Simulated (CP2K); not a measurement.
# HfN under changes of volume

One of the cells (11.482 Å³/atom); the others are scaled copies at fixed shape and fractional positions:

```
CELL_PARAMETERS angstrom
3.19047 0.00000 0.00000
1.59523 2.76302 0.00000
1.59523 0.92101 2.60500
ATOMIC_POSITIONS crystal
Hf 0.00000 0.00000 0.00000
N 0.50000 0.50000 0.50000
```

| Item | Value |
| --- | --- |
| Program | CP2K 2026.2 |
| Functional | r2SCAN |
| Potentials or basis | POTENTIAL_UZH Hf GTH-SCAN-q12, N GTH-SCAN-q5; TZVP-MOLOPT-SCAN-GTH basis |
| Density cutoff | 9184 eV |
| k mesh | 10 × 10 × 10 |
| Occupations | fermi-dirac, width 0.05 eV |
| Spin | no spin polarisation |

```tsv
volume (Å³/atom)	energy over the lowest point (meV/atom)	pressure (GPa)
10.793	19.97	13.7
11.023	5.31	6.9
11.252	0.00	0.7
11.482	3.12	-4.9
11.712	13.81	-9.9
11.941	31.35	-14.4
12.171	?	?
```

Task: What does the run at 12.171 Å³/atom give?

Result: Energy over the lowest point 55.02 meV/atom; pressure -18.5 GPa.

Worked out: A Birch-Murnaghan fit of order 3 (a polynomial in V^(-2/3)) to the other rows has its minimum at 11.28 Å³/atom with B0 = V·E''(V) = 285 GPa and B' = 4.0. It gives 55.16 meV/atom at 12.171 Å³/atom, against the run's 55.02, and -dE/dV = -18.6 GPa, against -18.5.

Energies are extrapolated to zero smearing.

Caveats: the basis of atomic orbitals isn't converged, which shifts pressures, moduli and gaps.
